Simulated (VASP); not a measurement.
# BeSe (F-43m) in VASP: further runs

Runs on BeSe. Level: PBE. Tasks: single point, relaxation of cell and atoms.

All numbers are computed with VASP 6.6.1; they aren't measurements. Logs are shortened: lines on timing, memory, paths and dates and some standing lists are left out, and cuts for length are marked.

**1. The structure**

It takes space group F-43m (No. 216, cubic). Conventional cell: a = 5.179 Å, b = 5.179 Å, c = 5.179 Å, α = 90.00°, β = 90.00°, γ = 90.00°. Be (site symmetry -43m) has 4 Se at 2.24 Å as nearest neighbours. Around Se (site symmetry -43m) lie 4 Be at 2.24 Å.

The cell was built by a generator and needn't be a form met in nature.

**2. Single point, PBE**

The input, INCAR:

```
ALGO = Normal
EDIFF = 1E-6
ENCUT = 520
GGA = PE
ISIF = 2
ISMEAR = 0
LASPH = True
LCHARG = False
LREAL = False
LWAVE = False
NBANDS = 11
NELM = 100
PREC = Accurate
SIGMA = 0.02
```

The input, KPOINTS:

```
k-points
0
Gamma
  8 8 8
```

The input, POSCAR:

```
BeSe
1.0
    0.0000000000      2.5894353021      2.5894353021
    2.5894353021      0.0000000000      2.5894353021
    2.5894353021      2.5894353021      0.0000000000
Be Se
1 1
Direct
    0.7500000000      0.7500000000      0.7500000000
    0.0000000000      0.0000000000      0.0000000000
```

Potentials or basis: VASP PAW PBE potentials, release 64 (Be, Se).

Command:

```
$ cat potpaw_PBE.64/Be/POTCAR potpaw_PBE.64/Se/POTCAR > POTCAR
$ mpirun -np 1 vasp_std > vasp.out
```

OUTCAR:

```text
EDIFF = 1E-6
   ENCUT = 520
   GGA = PE
   ISIF = 2
   ISMEAR = 0
   LASPH = True
   LREAL = False
   NELM = 100
   PREC = Accurate

 ion  position               nearest neighbor table
   1  0.750  0.750  0.750-   2 2.24   2 2.24   2 2.24   2 2.24
   2  0.000  0.000  0.000-   1 2.24   1 2.24   1 2.24   1 2.24

  LATTYP: Found a face centered cubic cell.
 ALAT       =     5.1788706042

  Lattice vectors:

 A1 = (   0.0000000000,   2.5894353021,   2.5894353021)
 A2 = (   2.5894353021,   0.0000000000,   2.5894353021)
 A3 = (   2.5894353021,   2.5894353021,   0.0000000000)

Analysis of symmetry for initial positions (statically):
=====================================================================
 Subroutine PRICEL returns:
 Original cell was already a primitive cell.

 Routine SETGRP: Setting up the symmetry group for a
 face centered cubic supercell.

 Subroutine GETGRP returns: Found 24 space group operations
 (whereof 24 operations were pure point group operations)
 out of a pool of 48 trial point group operations.

The static configuration has the point symmetry T_d .

Analysis of symmetry for dynamics (positions and initial velocities):
=====================================================================
 Subroutine PRICEL returns:
 Original cell was already a primitive cell.

 Routine SETGRP: Setting up the symmetry group for a
 face centered cubic supercell.

 Subroutine GETGRP returns: Found 24 space group operations
 (whereof 24 operations were pure point group operations)
 out of a pool of 48 trial point group operations.

The dynamic configuration has the point symmetry T_d .

 Subroutine INISYM returns: Found 24 space group operations
 (whereof 24 operations are pure point group operations),
 and found     1 'primitive' translations

----------------------------------------------------------------------------------------

                                     Primitive cell

  volume of cell :      34.7252

  direct lattice vectors                    reciprocal lattice vectors
     0.000000000  2.589435302  2.589435302    -0.193092293  0.193092293  0.193092293
     2.589435302  0.000000000  2.589435302     0.193092293 -0.193092293  0.193092293
     2.589435302  2.589435302  0.000000000     0.193092293  0.193092293 -0.193092293

  length of vectors
     3.662014523  3.662014523  3.662014523     0.334445662  0.334445662  0.334445662

[... 79 lines left out ...]
   NELM   =    100;   NELMIN=  2; NELMDL= -5     # of ELM steps
   EDIFF  = 0.1E-05   stopping-criterion for ELM
   LREAL  =      F    real-space projection
[... 7 lines left out ...]
   TEBEG  =    0.0;   TEEND  =   0.0 temperature during run
   PSTRESS=    0.0 pullay stress
   NELECT =       8.0000    total number of electrons
   NUPDOWN=      -1.0000    fix difference up-down
   EMIN   =  10.00;   EMAX   =-10.00  energy-range for DOS
   EFERMI =   0.00;   METHOD = LEGACY
   ISMEAR =     0;   SIGMA  =   0.02  broadening in eV -4-tet -1-fermi 0-gaus
   EFERMI_NEDOS =   21; number of points for ismear=-14 and -15
   IALGO  =     38    algorithm
   IMIX   =      4    mixing-type and parameters
     AMIX     =   0.40;   BMIX     =  1.00
     AMIX_MAG =   1.60;   BMIX_MAG =  1.00
  volume/ion in A,a.u.               =      17.36       117.17
  Fermi-wavevector in a.u.,A,eV,Ry     =   1.003590  1.896511 13.703698  1.007193
  Thomas-Fermi vector in A             =   2.136152
   LORBIT       =      0    0 simple, 1 ext, 2 COOP (PROOUT), +10 PAW based schemes
   GGA     = PE    functional components
   LHFCALC =     F    Hartree Fock is set to
   AEXX    =    0.0000 exact exchange contribution
   IVDW    =     0    specifies the selected vdW correction
   LEPSILON=     F    determine dielectric tensor
   LRPA    =     F    only Hartree local field effects (RPA)
 non-spin polarized calculation
 Gauss-broadening in eV      SIGMA  =   0.02
  energy-cutoff  :      520.00
  volume of cell :       34.73
 maximum number of plane-waves:       950
   NGX = 13   NGY = 13   NGZ = 13

 number of electron       7.9999999 magnetization

 Free energy of the ion-electron system (eV)
  ---------------------------------------------------
  ext. energy  EPLUGINS =         0.00000000
  ---------------------------------------------------
  free energy    TOTEN  =        -8.85920128 eV

  energy without entropy =       -8.85920128  energy(sigma->0) =       -8.85920128

 E-fermi :   3.2616     XC(G=0):  -9.3487

 val. band max:        3.1688415556   @ k =   0.0000   0.0000   0.0000
 cond. band min:       5.8336836488   @ k =   0.5000   0.5000   0.0000
 fundamental gap:      2.6648420933
 Fermi energy:         3.2616404524

 k-point     1 :       0.0000    0.0000    0.0000
  band No.  band energies     occupation
      1     -10.5012      2.00000
      2       3.1688      2.00000
      3       3.1688      2.00000
      4       3.1688      2.00000
      5       7.3861      0.00000
      6       8.1806      0.00000
      7       8.1806      0.00000
      8       8.1806      0.00000
      9      15.0871      0.00000
     10      15.6247      0.00000
     11      15.6247      0.00000
[... 309 lines left out ...]
 k-point    24 :      -0.3750    0.2500    0.1250
  band No.  band energies     occupation
      1      -8.9854      2.00000
      2      -1.9264      2.00000
      3       0.3796      2.00000
      4       1.3541      2.00000
      5       8.6405      0.00000
      6       8.8440      0.00000
      7      11.4031      0.00000
      8      12.7313      0.00000
      9      13.5069      0.00000
     10      17.5512      0.00000
     11      17.7282      0.00000

 [... further k-points ...]

------------------------ aborting loop because EDIFF is reached ----------------------------------------

  FORCE on cell =-STRESS in cart. coord.  units (eV):
  Direction    XX          YY          ZZ          XY          YZ          ZX
  --------------------------------------------------------------------------------------
  -------------------------------------------------------------------------------------
  Total        0.0295276      0.0295276      0.0295276     -0.0000000     -0.0000000     -0.0000000
  in kB        1.3623654      1.3623654      1.3623654     -0.0000000     -0.0000000     -0.0000000
  external PRESSURE =       1.3623654 kB  Pullay stress =       0.0000000 kB

 VOLUME and BASIS-vectors are now :
 -----------------------------------------------------------------------------
  energy-cutoff  :      520.00
  volume of cell :       34.73
      direct lattice vectors                 reciprocal lattice vectors
     0.000000000  2.589435302  2.589435302    -0.193092293  0.193092293  0.193092293
     2.589435302  0.000000000  2.589435302     0.193092293 -0.193092293  0.193092293
     2.589435302  2.589435302  0.000000000     0.193092293  0.193092293 -0.193092293

 POSITION                                       TOTAL-FORCE (eV/Angst)
 -----------------------------------------------------------------------------------
      3.88415      3.88415      3.88415         0.000000      0.000000      0.000000
      0.00000      0.00000      0.00000        -0.000000     -0.000000     -0.000000
 -----------------------------------------------------------------------------------
    total drift:                                0.000000      0.000000      0.000000

  FREE ENERGIE OF THE ION-ELECTRON SYSTEM (eV)
  ---------------------------------------------------
  free  energy   TOTEN  =        -8.8592012813 eV

  energy  without entropy=       -8.8592012813  energy(sigma->0) =       -8.85920128
```

Run time: 23 s. Hardware: 1 thread of Intel Xeon Platinum 8375C at 2.90GHz (Ice Lake), shared host; peak memory 0.16 GiB.

What came out:

| Item | Value |
| --- | --- |
| Free energy | -8.8592 eV |
| Pressure | 0.1 GPa |
| Band gap on the k mesh | 2.66 eV, indirect (least direct gap 4.22 eV) |

A k mesh can miss the band edges. PBE gaps usually lie below the measured ones, often by a third to a half.

**3. Relaxation of cell and atoms, PBE**

The input, INCAR:

```
PREC     = Accurate       # precision mode
ENCUT    = 600            # plane-wave cutoff, eV
EDIFF    = 1E-7           # SCF threshold, eV
ISMEAR   = 0              # smearing method
SIGMA    = 0.02           # smearing width, eV
LREAL    = F              # projectors in reciprocal space
LASPH    = T              # aspherical terms in the spheres
NELM     = 100            # most SCF steps
ALGO     = Fast           # electronic algorithm
ISIF     = 3              # what is computed and relaxed
LWAVE    = F              # write WAVECAR
LCHARG   = F              # write CHGCAR
GGA      = PE             # functional
IBRION   = 2              # ionic algorithm
NSW      = 100            # ionic steps
EDIFFG   = -0.01          # ionic threshold
```

The input, KPOINTS:

```
Automatic mesh
0
Gamma
  8 8 8
```

POSCAR is that of step 2.

Potentials or basis: VASP PAW PBE potentials, release 64 (Be, Se).

Command:

```
$ cat potpaw_PBE.64/Be/POTCAR potpaw_PBE.64/Se/POTCAR > POTCAR
$ mpirun -np 1 vasp_std > vasp.out
```

Wall time 28 s (1 thread of Intel Xeon Platinum 8375C at 2.90GHz (Ice Lake), shared host); peak memory 0.17 GiB.

The run converged. Its results:

```yaml
Free_energy: -8.8593 eV
Relaxed_volume: 17.40 Å³/atom
Relaxed_cell: a = 3.665 Å, b = 3.665 Å, c = 3.665 Å, α = 60.00°, β = 60.00°, γ = 60.00°
Space_group_after_relaxing_to_0.05_Å: F-43m (No. 216)
Energy_gained_by_relaxing: 0.0 meV/atom
Ionic_steps: 2
Pressure_after_relaxing: 0.0 GPa
Band_gap_on_the_k_mesh: 2.67 eV, indirect (least direct gap 4.20 eV)
```

Final structure:
```cif
data_structure
_symmetry_space_group_name_H-M 'P 1'
_symmetry_Int_Tables_number 1
_cell_length_a 3.6646
_cell_length_b 3.6646
_cell_length_c 3.6646
_cell_angle_alpha 60.000
_cell_angle_beta 60.000
_cell_angle_gamma 60.000
_cell_volume 34.80
loop_
_atom_site_label
_atom_site_type_symbol
_atom_site_fract_x
_atom_site_fract_y
_atom_site_fract_z
_atom_site_occupancy
Be1 Be 0.75000 0.75000 0.75000 1
Se1 Se 0.00000 0.00000 0.00000 1
```

Levels at points of the mesh, in eV from the valence-band top:
```tsv
k point	band 1	band 2	band 3	band 4	band 5	band 6	band 7	band 8
(0.00, 0.00, 0.00)	-13.66	0.00	0.00	0.00	4.20	5.01	5.01	5.01
(0.50, 0.00, 0.00)	-12.37	-5.57	-1.04	-1.04	4.25	5.96	5.96	9.95
(0.50, 0.50, 0.00)	-11.93	-4.96	-2.58	-2.58	2.67	4.21	11.53	11.53
```

A k mesh can miss the band edges. Expect the measured gap to be larger: semilocal functionals such as PBE lack the derivative discontinuity.
